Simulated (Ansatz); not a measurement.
# ZnGeP2: the cost of one run

Program: Ansatz 0.2.0. Level of theory: DFT, levels as named, plane waves, PAW. These are calculated values, not measurements.

### Step 1. Starting point

The structure is tetragonal, space group I-42d (No. 122). The conventional cell has a = 5.460 Å, b = 5.460 Å, c = 10.760 Å, α = 90.00°, β = 90.00°, γ = 90.00°. Around Zn (site symmetry -4) lie 4 P at 2.40 Å. Ge (site symmetry -4) has 4 P at 2.31 Å as nearest neighbours. P (site symmetry 2) is surrounded by 2 Ge at 2.31 Å and 2 Zn at 2.40 Å.

Coordinates:

```xyz
8
Lattice="-2.7300 2.7300 5.3800 2.7300 -2.7300 5.3800 2.7300 2.7300 -5.3800" Properties=species:S:1:pos:R:3 pbc="T T T"
Zn    0.0000    0.0000    0.0000
Zn    0.0000    2.7300    2.6900
Ge    0.0000    0.0000    5.3800
Ge    2.7300    0.0000    2.6900
P     1.4414    1.3650    1.3450
P     1.3650    4.0186   -1.3450
P     1.2886    1.3650    6.7250
P     1.3650   -1.2886    4.0350
```

### Step 2. PBE: cell and atoms

Contents of input.yaml:

```yaml
crystal:
  lattice:
    - [-2.73, 2.73, 5.38]
    - [2.73, -2.73, 5.38]
    - [2.73, 2.73, -5.38]
  atoms:
    - { symbol: Zn, position: [0.0, 0.0, 0.0] }
    - { symbol: Zn, position: [0.75, 0.25, 0.5] }
    - { symbol: Ge, position: [0.5, 0.5, 0.0] }
    - { symbol: Ge, position: [0.25, 0.75, 0.5] }
    - { symbol: P, position: [0.375, 0.389, 0.514] }
    - { symbol: P, position: [0.611, 0.125, 0.986] }
    - { symbol: P, position: [0.875, 0.861, 0.486] }
    - { symbol: P, position: [0.139, 0.625, 0.014] }
  symmetry: { tolerance: 0.0003 }
hamiltonian:
  xc: pbe
  pseudopotentials: { kind: paw, azcp: { folder: soft_1 } }
basis:
  ecutwfc: 420
magnetization:
  spin_polarized: false
scf:
  occupations: { method: fermi_dirac, width: 0.02 }
kpoints:
  mp_grid: { grid: [6, 6, 6], shift: [0, 0, 0] }
output:
  forces: true
  stress: true
  eigenvalues: true
relax:
  max_steps: 60
  cell: {}
```

On the command line:

```sh
ansatz run input.yaml --threads 2 --pin off --max-ram 5632MiB --backend cpu --events-out ev --progress --plain --runs-dir out
```

**Question.** How long does this run take on 2 threads of AMD EPYC 9R45 (Zen 5), shared host, and how much memory does it need?

About 17 s, with a peak of 0.56 GiB.
